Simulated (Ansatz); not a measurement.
# Pt: the order of phases, scalar-relativistic, part 2 of 3

Which of fcc, bcc, hcp is lowest for Pt, scalar-relativistic? The runs shown use PAW and LAPW.

Ansatz 0.2.0; DFT PBE; a cell built from a prototype (fcc type), not taken from measurement. Earlier steps stand in the parts before.

## Step 4: Bcc relaxed, PAW

The input, input.yaml:

```yaml
crystal:
  lattice:
    - [-1.5761099088, 1.5761099088, 1.5761099088]
    - [1.5761099088, -1.5761099088, 1.5761099088]
    - [1.5761099088, 1.5761099088, -1.5761099088]
  atoms:
    - { symbol: Pt, position: [0.0, 0.0, 0.0] }
kpoints:
  mp_grid: { grid: [18, 18, 18] }
scf:
  occupations: { method: fermi_dirac, width: 0.05 }
hamiltonian:
  xc: pbe
  pseudopotentials: { kind: paw }
output:
  forces: true
  stress: true
relax:
  f_tol: 0.005
  max_steps: 40
  cell: {}
```

Command:

```
ansatz run input.yaml --threads 1 --pin off --max-ram 3072MiB --backend cpu --events-out ev --progress --plain --runs-dir out
```

The program printed:

```text
Engine: ansatz 0.2.0
Pseudopotentials: kind: paw
Pseudopotential: Pt, paw, valence charge 18, recommended cutoff 420 eV (normal)
Functional definition: PBE
  parameter kappa = 0.804
  parameter beta = 0.06672455060314922
  exchange = pbe_x(kappa = kappa, mu = beta*pi^2/3)
  correlation = pbe_c(beta = beta)
Crystal: 1 atoms, lattice volume = 15.661 Å³
Basis set: ecut = 420 eV, 321 PW (Γ), exchange–correlation on 40×40×40 points (8 copies of the dense FFT grid, shifted against one another)
Bands: 13, of which v1, the nominal top of the filled ones, is band 9 counted from 1 (8 counted from 0)
Symmetry: 48 space group operations
Space group: Im-3m (ITA 229), of the structure as read, at distance tolerance 2.5e-5 Å
k-points: 195 of 5832
Non-local potential: Pt, projectors of the file, l = 0: 3, l = 1: 2, l = 2: 2, l = 3: 1
PAW form: soft (Blöchl's): semilocal exchange-correlation on the pseudo side does not see the compensation charge
PAW one-centre angular grid: Pt, 590 points (default); XC on 64 Gauss nodes
Initial density: superposition of atomic densities (neutral atoms: chi_scale 0, normalization atom), corrected by the library's trained network
Initial wavefunctions: pseudopotential atomic-orbital guess
Functional: x = pbe(κ = 0.804, μ = 0.2195149727645171), c = pbe(β = 0.06672455060314922)
SCF iter   1: F=—  HF=-12522.924490 eV  |F-HF|=—  |Δ(HF+E_count)|=         —  Δρ=3.61e-3  dr2=6.20e-4  ethr=1.77e-3  ⟨swp⟩=5.0  Hψ=13971  notcnv=0
preconditioner: auto → none  [metal: Δε(μ)=0.023 eV  Ē_g=13.724 eV  σ=0.050 eV  W_gap=0.11  n_scr=0 (ndim 8)  ℏωp=29.7 eV  f_vac=0.000  D(μ)=0.70/eV (n_scr^D=12)]
SCF iter   2: F=—  HF=-12522.924912 eV  |F-HF|=—  |Δ(HF+E_count)|=   4.22e-4  Δρ=1.80e-3  dr2=1.15e-4  ethr=3.45e-6  ⟨swp⟩=2.4  Hψ=5396  notcnv=0
SCF iter   3: F=—  HF=-12522.925046 eV  |F-HF|=—  |Δ(HF+E_count)|=   1.35e-4  Δρ=8.18e-4  dr2=2.16e-5  ethr=6.38e-7  ⟨swp⟩=2.6  Hψ=3719  notcnv=0
SCF iter   4: F=—  HF=-12522.925087 eV  |F-HF|=—  |Δ(HF+E_count)|=   4.07e-5  Δρ=4.11e-5  dr2=8.05e-8  ethr=1.20e-7  ⟨swp⟩=2.0  Hψ=3409  notcnv=0
iter 5 did not close the SCF: its close was put off for the readings that it lacked (scf_convergence_deferred on its scf_iter line)
SCF iter   5: F=-12522.925087 eV  HF=-12522.925087 eV  |F-HF|=2.67e-10  |Δ(HF+E_count)|=   3.26e-8  Δρ=8.09e-6  dr2=2.07e-9  ethr=4.47e-10  ⟨swp⟩=2.6  Hψ=4124  notcnv=0
SCF iter   6: F=-12522.925087 eV  HF=-12522.925087 eV  |F-HF|=5.28e-11  |Δ(HF+E_count)|=  5.91e-10  Δρ=8.30e-7  dr2=8.69e-11  ethr=1.15e-11  ⟨swp⟩=1.7  Hψ=7772  notcnv=0
SCF 1 converged in 6 iterations: F = -12522.925087 eV  dr2 = 8.69e-11
relax step   1: F+E_penalty+E_count = -12522.92508713 eV  Δ(F+E_penalty+E_count) = +0.000e0 eV  max|allowed force component| = 0.000e0 eV/Å  Δτ_max = 0.0000 Å  P = +2.504 GPa  Ω = 15.661 Å³  (6 SCF iters, dr2 threshold 1.00e-7 eV, accepted)
Crystal: 1 atoms, lattice volume = 16.105 Å³
Initial density: handed on by an earlier stage of this run
Initial wavefunctions: those handed on with the density
iter 1 solved again at ethr=2.00e-6 eV; its pass at ethr=3.10e-3 eV (dr2=3.60e-4 eV) is discarded
SCF iter   1: F=—  HF=-12522.922583 eV  |F-HF|=—  |Δ(HF+E_count)|=         —  Δρ=2.07e-3  dr2=4.51e-4  ethr=2.00e-6  ⟨swp⟩=1.2  Hψ=16886  notcnv=0
preconditioner: auto → none  [metal: Δε(μ)=0.026 eV  Ē_g=13.425 eV  σ=0.050 eV  W_gap=0.13  n_scr=0 (ndim 8)  ℏωp=29.3 eV  f_vac=0.000  D(μ)=0.77/eV (n_scr^D=12)]
SCF iter   2: F=—  HF=-12522.922501 eV  |F-HF|=—  |Δ(HF+E_count)|=   8.27e-5  Δρ=9.66e-4  dr2=5.04e-5  ethr=2.00e-6  ⟨swp⟩=2.0  Hψ=3455  notcnv=0
SCF iter   3: F=—  HF=-12522.922496 eV  |F-HF|=—  |Δ(HF+E_count)|=   4.75e-6  Δρ=3.88e-4  dr2=8.83e-6  ethr=2.80e-7  ⟨swp⟩=2.1  Hψ=4314  notcnv=0
SCF iter   4: F=-12522.922497 eV  HF=-12522.922497 eV  |F-HF|=1.95e-8  |Δ(HF+E_count)|=   8.77e-7  Δρ=2.59e-5  dr2=2.14e-8  ethr=5.56e-10  ⟨swp⟩=3.0  Hψ=9714  notcnv=0
SCF 2 converged in 4 iterations: F = -12522.922497 eV  dr2 = 2.14e-8
relax step   2: F+E_penalty+E_count = -12522.92249668 eV  Δ(F+E_penalty+E_count) = +2.590e-3 eV  max|allowed force component| = 0.000e0 eV/Å  Δτ_max = 0.0000 Å  P = -4.033 GPa  Ω = 16.105 Å³  energy of the carried Pulay correction = -1.979e-4 eV  (4 SCF iters, dr2 threshold 1.00e-7 eV, rejected (line search))
Crystal: 1 atoms, lattice volume = 15.828 Å³
iter 1 solved again at ethr=1.13e-6 eV; its pass at ethr=3.10e-3 eV (dr2=2.03e-4 eV) is discarded
SCF iter   1: F=—  HF=-12522.926291 eV  |F-HF|=—  |Δ(HF+E_count)|=         —  Δρ=1.29e-3  dr2=1.75e-4  ethr=1.13e-6  ⟨swp⟩=1.1  Hψ=16871  notcnv=0
preconditioner: auto → none  [metal: Δε(μ)=0.021 eV  Ē_g=13.601 eV  σ=0.050 eV  W_gap=0.10  n_scr=0 (ndim 8)  ℏωp=29.5 eV  f_vac=0.000  D(μ)=0.72/eV (n_scr^D=12)]
SCF iter   2: F=—  HF=-12522.926257 eV  |F-HF|=—  |Δ(HF+E_count)|=   3.43e-5  Δρ=5.92e-4  dr2=1.85e-5  ethr=9.73e-7  ⟨swp⟩=2.1  Hψ=3416  notcnv=0
SCF iter   3: F=—  HF=-12522.926254 eV  |F-HF|=—  |Δ(HF+E_count)|=   2.69e-6  Δρ=2.40e-4  dr2=3.22e-6  ethr=1.03e-7  ⟨swp⟩=2.1  Hψ=4283  notcnv=0
SCF iter   4: F=—  HF=-12522.926252 eV  |F-HF|=—  |Δ(HF+E_count)|=   1.67e-6  Δρ=1.47e-5  dr2=7.38e-9  ethr=1.79e-8  ⟨swp⟩=1.2  Hψ=2713  notcnv=0
SCF iter   5: F=—  HF=-12522.926253 eV  |F-HF|=—  |Δ(HF+E_count)|=   2.84e-7  Δρ=2.48e-6  dr2=3.37e-10  ethr=4.10e-11  ⟨swp⟩=2.0  Hψ=4227  notcnv=0
SCF iter   6: F=-12522.926253 eV  HF=-12522.926253 eV  |F-HF|=1.82e-12  |Δ(HF+E_count)|=  1.04e-10  Δρ=1.55e-7  dr2=9.67e-13  ethr=1.00e-12  ⟨swp⟩=3.7  Hψ=11449  notcnv=0
SCF 3 converged in 6 iterations: F = -12522.926253 eV  dr2 = 9.67e-13
relax step   3: F+E_penalty+E_count = -12522.92625253 eV  Δ(F+E_penalty+E_count) = -1.165e-3 eV  max|allowed force component| = 0.000e0 eV/Å  Δτ_max = 0.0000 Å  P = -0.097 GPa  Ω = 15.828 Å³  energy of the carried Pulay correction = -7.517e-5 eV  (6 SCF iters, accepted)
Crystal: 1 atoms, lattice volume = 15.822 Å³
iter 1 solved again at ethr=3.82e-10 eV; its pass at ethr=3.10e-3 eV (dr2=6.88e-8 eV) is discarded
SCF iter   1: F=—  HF=-12522.926258 eV  |F-HF|=—  |Δ(HF+E_count)|=         —  Δρ=2.94e-5  dr2=8.76e-8  ethr=3.82e-10  ⟨swp⟩=2.0  Hψ=16241  notcnv=0
preconditioner: auto → none  [metal: Δε(μ)=0.023 eV  Ē_g=13.609 eV  σ=0.050 eV  W_gap=0.12  n_scr=0 (ndim 8)  ℏωp=29.5 eV  f_vac=0.000  D(μ)=0.72/eV (n_scr^D=12)]
SCF iter   2: F=-12522.926257 eV  HF=-12522.926257 eV  |F-HF|=1.69e-9  |Δ(HF+E_count)|=   2.02e-7  Δρ=1.38e-5  dr2=9.94e-9  ethr=1.32e-10  ⟨swp⟩=2.5  Hψ=8707  notcnv=0
SCF 4 converged in 2 iterations: F = -12522.926257 eV  dr2 = 9.94e-9
relax step   4: F+E_penalty+E_count = -12522.92625732 eV  Δ(F+E_penalty+E_count) = -4.795e-6 eV  max|allowed force component| = 0.000e0 eV/Å  Δτ_max = 0.0000 Å  P = -0.002 GPa  Ω = 15.822 Å³  energy of the carried Pulay correction = -7.234e-5 eV  (2 SCF iters, dr2 threshold 2.37e-8 eV, accepted)
Initial wavefunctions: pseudopotential atomic-orbital guess (no wavefunctions were taken with the density)
iter 1 solved again at ethr=1.80e-8 eV; its pass at ethr=3.10e-3 eV (dr2=3.24e-6 eV) is discarded
SCF iter   1: F=—  HF=-12522.926330 eV  |F-HF|=—  |Δ(HF+E_count)|=         —  Δρ=3.02e-5  dr2=1.98e-8  ethr=1.80e-8  ⟨swp⟩=2.9  Hψ=20241  notcnv=0
SCF iter   2: F=—  HF=-12522.926331 eV  |F-HF|=—  |Δ(HF+E_count)|=   7.58e-7  Δρ=1.47e-5  dr2=4.72e-9  ethr=1.10e-10  ⟨swp⟩=1.9  Hψ=3567  notcnv=0
SCF iter   3: F=—  HF=-12522.926331 eV  |F-HF|=—  |Δ(HF+E_count)|=   5.14e-9  Δρ=5.56e-7  dr2=1.49e-11  ethr=2.62e-11  ⟨swp⟩=2.9  Hψ=3892  notcnv=0
SCF iter   4: F=-12522.926331 eV  HF=-12522.926331 eV  |F-HF|=0.00e0  |Δ(HF+E_count)|=  1.82e-12  Δρ=2.37e-7  dr2=8.84e-12  ethr=1.00e-12  ⟨swp⟩=5.0  Hψ=9572  notcnv=0
SCF 5 converged in 4 iterations: F = -12522.926331 eV  dr2 = 8.84e-12
relax step   5: F+E_penalty+E_count = -12522.92633107 eV  Δ(F+E_penalty+E_count) = -7.375e-5 eV  max|allowed force component| = 0.000e0 eV/Å  Δτ_max = 0.0000 Å  P = -0.008 GPa  Ω = 15.822 Å³  stress off target by 7.74e-3 GPa  SCF on the basis re-selected at this cell (its energy is not comparable with the rows above)  (4 SCF iters)
basis re-selected at this cell: Δ(F+E_penalty+E_count) = -7.375e-5 eV, ΔP = -0.005 GPa vs the last step (what re-selecting the basis moved, of the pressure what is left beyond the Pulay correction that the steps carried, after the strain that the cell walked since its last selection, with what the two solves' SCF thresholds leave and, on support functions, any second-order correction that the steps lacked; it is no measure of the basis error at this ecutwfc). This SCF's stress stands 7.74e-3 GPa from its target on what of the cell is left free (relax.cell.stress_tol is 5.00e-2 GPa) and its largest allowed force component is 0.00e0 eV/Å (relax.f_tol is 5.00e-3 eV/Å): within both
SCF converged after 4 iterations
Free energy (F): -12522.926331 eV
Harris-Foulkes:  -12522.926331 eV  (|F-HF|=0.00e0)
Internal energy: -12522.919962 eV  (E = F + TS)
E sigma→0 (E₀):  -12522.923146 eV
Entropy (-TS):   -0.006370 eV (-6.370 meV/atom)
Fermi energy:    21.790859 eV
--- Per-component energies (eV) ---
  E_band       = -149.758010
  E_kinetic    = 637.283187
  E_local      = -1525.333490  (includes V_loc(G=0)·N_el)
  E_nonlocal   = 200.071868
  E_hartree    = 564.632197
  E_xc         = -261.532318
  E_vxc        = -302.496815  (∫ρ·V_xc dr)
  E_paw        = -9454.053253  (= ΣΔE_a)
  E_vpaw       = -288.547490  (= ΣTr[D̂ρ^β])
  E_aug_tail   = 0.000197  (compensation charges beyond the density's cutoff)
  E_ewald      = -2683.988348
  E_smearing   = -0.006370  (= −TS)
  E_closure    = -0.000000  (closes the sum)
  Σ components = -12522.926331   (vs F -12522.926331, Δ=0.00e0)
--- Forces (eV/Å), atoms counted from 1 ---
  atom   1  Pt    -0.00000000     0.00000000     0.00000000
  max |Σ_I F_I| component: 7.19e-32 eV/Å
--- Stress (GPa, compression-positive) ---
       -0.007740       0.000000       0.000000
       -0.000000      -0.007740       0.000000
       -0.000000       0.000000      -0.007740
  P = ⅓ Tr σ = -0.0077 GPa (-0.077 kbar)
--- Relaxed structure (4 steps of the walk, 3 accepted, 1 SCFs on fresh bases) ---
  F+E_penalty+E_count = -12522.92633107 eV   max|allowed force component| = 0.000e0 eV/Å   (the final SCF, on the basis selected at the relaxed cell)
  cell:  # Å, volume = 15.8219 Å³
    - [-1.5814887545536505, 1.5814887545536505, 1.5814887545536505]
    - [1.5814887545536505, -1.5814887545536505, 1.5814887545536505]
    - [1.5814887545536505, 1.5814887545536505, -1.5814887545536505]
  atoms:
    - { symbol: Pt, position: [0.0, 0.0, 0.0] }
```

Wall time 4.2 s (1 thread of Intel Xeon 6975P-C (Granite Rapids), shared host); peak memory 0.35 GiB.

Relaxation path:

```
step  energy from step 1 (eV/cell)  largest force component (eV/Å)  pressure (GPa)  volume (Å³)
   1                        0.0000                          0.0000            2.50        15.66
  2x                        0.0026                          0.0000           -4.03        16.11
   3                       -0.0012                          0.0000           -0.10        15.83
   4                       -0.0012                          0.0000            0.00        15.82
   5                       -0.0012                          0.0000           -0.01        15.82
```

Step 1 is the start. Step 5 repeats the geometry before on a plane-wave basis chosen anew for that cell, so the energy can jump there without any move; the table keeps such jumps. 1 step was tried and not accepted (marked x).

| input's cell | before | after | change |
| --- | --- | --- | --- |
| a (Å) | 2.730 | 2.739 | +0.3 % |
| b (Å) | 2.730 | 2.739 | +0.3 % |
| c (Å) | 2.730 | 2.739 | +0.3 % |
| volume (Å³/atom) | 15.66 | 15.82 | +1.0 % |

## Step 5: Bcc relaxed, LAPW

The input, input.yaml:

```yaml
crystal:
  lattice:
    - [-1.5814887546, 1.5814887546, 1.5814887546]
    - [1.5814887546, -1.5814887546, 1.5814887546]
    - [1.5814887546, 1.5814887546, -1.5814887546]
  atoms:
    - { symbol: Pt, position: [0.0, 0.0, 0.0] }
kpoints:
  mp_grid: { grid: [18, 18, 18] }
scf:
  occupations: { method: fermi_dirac, width: 0.05 }
hamiltonian:
  xc: pbe
  pseudopotentials: { kind: all_electron, lapw: { basis_error: 0.0005 } }
output:
  forces: true
  stress: true
  eigenvalues: true
  populations: true
relax:
  f_tol: 0.005
  max_steps: 25
  cell: {}
```

Command:

```
ansatz run input.yaml --threads 1 --pin off --max-ram 3072MiB --backend cpu --events-out ev --progress --plain --runs-dir out
```

The program printed, cut to the lines that bear on the results:

```text
[...]
Pt: projections on atomic orbitals take those of the free atom 1s2 2s2 2p6 3s2 3p6 3d10 4s2 4p6 4d10 4f14 5s2 5p6 5d9 6s1, of charge +0.00 (hamiltonian.pseudopotentials.projection_atoms)
LAPW: plane waves up to 9.183 Å⁻¹, error target 5.0e-4 eV per atom; small_component_spin mean_spin; Pt in spheres of 1.329 Å, 42 of its electrons in bands, Dirac shells []
[...]
[... 1 set-up line as earlier in the session ...]
[...]
  F+E_penalty+E_count = -500957.23472014 eV   max|allowed force component| = 0.000e0 eV/Å   (the final SCF, on the basis selected at the relaxed cell)
  cell:  # Å, volume = 15.8219 Å³
    - [-1.5814887546, 1.5814887546, 1.5814887546]
    - [1.5814887546, -1.5814887546, 1.5814887546]
    - [1.5814887546, 1.5814887546, -1.5814887546]
  atoms:
    - { symbol: Pt, position: [0.0, 0.0, 0.0] }
--- Löwdin populations: 1 site ---
  site symbol       q [e]
     0     Pt     77.8671
  spilling = 0.001704 (of n_electrons = 78.000000)
```

It took 22 s on 1 thread of Intel Xeon 6975P-C (Granite Rapids), shared host; peak memory 0.49 GiB.

The steps of the relaxation:

| step | energy from step 1 (eV/cell) | largest force component (eV/Å) | pressure (GPa) | volume (Å³) |
| --- | --- | --- | --- | --- |
| 1 | 0.0000 | 0.0000 | -0.04 | 15.82 |
| 2 | 0.0000 | 0.0000 | -0.04 | 15.82 |

Step 1 is the start. Step 2 repeats the geometry before on a plane-wave basis chosen anew for that cell, so the energy can jump there without any move; the table keeps such jumps.

| input's cell | before | after | change |
| --- | --- | --- | --- |
| a (Å) | 2.739 | 2.739 | +0.0 % |
| b (Å) | 2.739 | 2.739 | +0.0 % |
| c (Å) | 2.739 | 2.739 | +0.0 % |
| volume (Å³/atom) | 15.82 | 15.82 | +0.0 % |

Read from it: pressure -0.04 GPa; no gap.

(Continued in part 3 of 3.)
